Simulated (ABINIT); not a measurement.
Here is an ABINIT 10.8.3 (patched build) calculation.

The input run.abi:

```
# Datasets: one volume each
ndtset 7
getwfk -1
scalecart1 3*0.9795861087
scalecart2 3*0.9864848297
scalecart3 3*0.9932883884
scalecart4 3*1.0000000000
scalecart5 3*1.0066227096
scalecart6 3*1.0131594038
scalecart7 3*1.0196128224

# Pseudopotentials
pp_dirpath "./"
pseudos "Ga.upf"

# Structure
acell 3*1.0 Angstrom
rprim
    -1.3843987196     1.3843987196     2.3112238365
     1.3843987196    -1.3843987196     2.3112238365
     1.3843987196     1.3843987196    -2.3112238365
ntypat 1
znucl 31
natom 1
typat 1
xred
     0.0000000000     0.0000000000     0.0000000000

# Plane-wave basis
ecut 40.0

# k points
kptopt 1
ngkpt 13 13 13
nshiftk 1
shiftk 0.0 0.0 0.0

# Exchange and correlation
ixc -116133

# Bands and occupations
nband 11
occopt 3
tsmear 0.05 eV

# SCF cycle
nstep 100
tolvrs 1.0e-10

# Output
iomode 3
prtwf 1
prtden 0
prteig 0
prtebands 0
```

Potentials or basis: PseudoDojo NC SR PBEsol v0.4.1 standard.

Launch:

```console
$ abinit run.abi > log 2>&1
```

**Question.** What does it give for the pressure derivative of the bulk modulus?

**Answer.** 5.4.

**Question.** Predict the bulk modulus at fixed shape and positions.

**Answer.** 62 GPa.

Energy against volume, from the lowest point:
| volume (Å³/atom) | energy (meV/atom) |
| --- | --- |
| 16.655 | 12.65 |
| 17.010 | 5.08 |
| 17.364 | 0.99 |
| 17.718 | 0.00 |
| 18.073 | 1.73 |
| 18.427 | 5.85 |
| 18.781 | 12.03 |

Caveat: pressures at fixed basis lie under the slope of the energies; the cell was scaled at fixed shape and fractional positions, which overstates the stiffness of a crystal with free parameters, most of all of layers and chains.
